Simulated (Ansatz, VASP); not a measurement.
**Two plane-wave programs on Rb**

```xyz
2
Lattice="-2.3790 2.3790 8.4887 2.3790 -2.3790 8.4887 2.3790 2.3790 -8.4887" Properties=species:S:1:pos:R:3 pbc="T T T"
Rb    2.3790    0.0000    4.2443
Rb    0.0000    0.0000    8.4887
```

This isn't the form of Rb at room conditions, which is bcc.

Alike in both runs: task single point; functional PBEsol; k mesh 6 × 6 × 6; occupations gaussian, width 0.1 eV; no spin polarisation.

|  | VASP | Ansatz |
| --- | --- | --- |
| version | VASP 6.6.1 | Ansatz 0.2.0 |
| potentials or method | VASP PAW PBE potentials, release 64 (Rb_sv) | scalar-relativistic, plane waves, PAW |
| plane-wave cutoff (eV) | 520 | 420 |
| valence electrons in the cell | 18 | 18 |

```tsv
	VASP	Ansatz	Ansatz less VASP
gap on the k mesh at the Fermi level (eV)	none	none	-
pressure (GPa)	-0.1	-0.1	0.00
```

A gap of «none» marks a metal or a gap that the smearing closes. With one functional, cell and mesh, what is left measures potentials, basis and numerics.

Caveats: the PAW data sets were made with another functional, which shifts forces and pressure a little (VASP).
